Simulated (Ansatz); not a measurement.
C: single point with PBE

C:

```xyz
2
Lattice="0.0000 1.7834 1.7834 1.7834 0.0000 1.7834 1.7834 1.7834 0.0000" Properties=species:S:1:pos:R:3 pbc="T T T"
C     2.6751    2.6751    2.6751
C     1.7834    1.7834    1.7834
```

This isn't the form of C at room conditions, which is graphite.

* Program: Ansatz 0.2.0
* Task: single point
* Functional: PBE
* Potentials or basis: all-electron PAW datasets made for the crystal
* Cutoff: 540 eV (chosen from the basis error)
* k mesh: 8 × 8 × 8
* Occupations: fermi-dirac, width 0.05 eV
* Spin: no spin polarisation

```
Pressure               : 1.8 GPa
Band gap on the k mesh : 4.14 eV, indirect (least direct gap 5.60 eV)
```

Levels at points of the mesh, in eV from the valence-band top:
```csv
k point,band 1,band 2,band 3,band 4,band 5,band 6
"(0.00, 0.00, 0.00)",-21.47,0.00,0.00,0.00,5.60,5.60
"(0.00, 0.00, -0.50)",-15.70,-13.37,-2.80,-2.80,8.47,8.47
"(0.00, -0.50, -0.50)",-12.76,-12.76,-6.30,-6.30,4.77,4.77
```

Wall time 3.5 s on 1 thread of Intel(R) Xeon(R) Processor @ 2.50GHz (Skylake/Cascade Lake) (shared host), peak memory 0.28 GiB.

A k mesh can miss the band edges. A hybrid or GW would open this gap; PBE tends to underestimate it.
